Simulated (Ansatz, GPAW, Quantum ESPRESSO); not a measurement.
**One calculation of Ir, 3 ways**

```
Ir
1.0
     2.75138    0.00000    0.00000
    -1.37569    2.38276    0.00000
     0.00000    0.00000    4.46229
Ir
2
Direct
  0.33333 0.66667 0.25000
  0.66667 0.33333 0.75000
```

This isn't the form of Ir at room conditions, which is fcc.

Alike in all runs: task single point; functional PBEsol; k mesh 11 × 11 × 6; occupations fermi-dirac, width 0.05 eV; no spin polarisation; no spin-orbit coupling. Pressure is positive in compression and, in plane waves, holds the error of the finite cutoff.

```json
{"program and potentials": "GPAW, PAW data sets generated for this functional", "plane-wave cutoff (eV)": "600", "notes": "-", "pressure (GPa)": "-13.36"}
{"program and potentials": "Quantum ESPRESSO, GBRV 1.5 PBEsol", "plane-wave cutoff (eV)": "612", "notes": "-", "pressure (GPa)": "-12.38"}
{"program and potentials": "Ansatz, all-electron LAPW, scalar-relativistic", "plane-wave cutoff (eV)": "-", "notes": "-", "pressure (GPa)": "-12.38"}
```

The pressure spans -13.36 (GPAW, PAW data sets generated for this functional) to -12.38 GPa (Ansatz, all-electron LAPW, scalar-relativistic), with all-electron results at -12.38. The cell lies far from this level's equilibrium.

Differences between rows come from potentials, basis sets and numerical settings, since the functional is the same but for its coding. Runs on potential files found faulty are left out.
